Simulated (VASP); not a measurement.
Write the native input for VASP 6.6.1 that does the following.

| Item | Value |
| --- | --- |
| Task | single point |
| Functional | PBEsol |
| Potentials or basis | VASP PAW PBE potentials, release 64 (Ti_sv, O) |
| Cutoff | 520 eV |
| k mesh | 7 × 7 × 6 |
| Occupations | gaussian, width 0.05 eV |
| Spin | collinear spin, zero start |
| Starting moments | [0.0, 0.0] μB |
| Further INCAR settings | ALGO = Normal; EDIFF = 1e-06 |

The structure of TiO lies in POSCAR:

```
TiO
1.0
    3.0094341500      0.0000000000      0.0000000000
   -1.5047170800      2.6062464300      0.0000000000
    0.0000000000      0.0000000000      2.9370586300
Ti O
1 1
Direct
    0.0000000000      0.0000000000      0.0000000000
    0.6666666667      0.3333333333      0.5000000000
```

The cell comes from a database or a generator and needn't be the stable form of this composition.

These files were run (other wordings do the same):

INCAR

```
SYSTEM = TiO
  PREC = Accurate
  ENCUT = 520
  EDIFF = 1E-6
  ISMEAR = 0
  SIGMA = 0.05
  LREAL = .FALSE.
  LASPH = .TRUE.
  NELM = 60
  ALGO = Normal
  ISIF = 2
  LWAVE = .FALSE.
  LCHARG = .FALSE.
  ISPIN = 2
  MAGMOM = 0 0
  LORBIT = 11
  LMAXMIX = 4
  GGA = PS
```

KPOINTS

```
regular mesh
0
G
  7 7 6
  0 0 0
```

Potentials or basis: VASP PAW PBE potentials, release 64 (Ti_sv, O).

Launch:

```bash
$ cat potpaw_PBE.64/Ti_sv/POTCAR potpaw_PBE.64/O/POTCAR > POTCAR
$ mpirun -np 1 vasp_std > vasp.out
```

Results of the run:

```
Pressure                                              : -32.7 GPa
Band gap on the k mesh                                : none (metal or under the smearing width)
Net moment                                            : 0.00 μB per cell
Valence electrons inside the program's atomic spheres : Ti 10.15; O 4.93
```

Caveat: a pressure of tens of GPa on the cell as given is suspect, and the run, the potentials or the cell itself is likely at fault; the PAW data sets were made with another functional, which shifts forces and pressure a little; semilocal functionals often make such compounds metallic where correlation or magnetic order opens a gap, which also shifts bond lengths.

It took 8 s on 1 thread of Intel(R) Xeon(R) 6975P-C (Granite Rapids), on a shared host, peak memory 0.15 GiB.
